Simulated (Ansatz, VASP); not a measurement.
Two plane-wave programs on BN

```
CELL_PARAMETERS angstrom
0.00000 1.87085 1.87085
1.87085 0.00000 1.87085
1.87085 1.87085 0.00000
ATOMIC_POSITIONS crystal
B 0.00000 0.00000 0.00000
N 0.75000 0.75000 0.75000
```

Alike in both runs: task single point; functional PBE; k mesh 12 × 12 × 12; occupations gaussian, width 0.02 eV; no spin polarisation.

|  | VASP | Ansatz |
| --- | --- | --- |
| version | VASP 6.6.1 | Ansatz 0.2.0 |
| potentials or method | VASP PAW PBE potentials, release 64 (B, N) | scalar-relativistic, plane waves, PAW |
| plane-wave cutoff (eV) | 520 | 420 |
| valence electrons in the cell | 8 | 8 |

```tsv
	VASP	Ansatz	Ansatz less VASP
gap on the k mesh at the Fermi level (eV)	4.34	4.35	+0.008
least direct gap on the mesh (eV)	8.33	8.34	+0.008
```

With one functional, cell and mesh, what is left measures potentials, basis and numerics.

 A k mesh can miss the band edges.
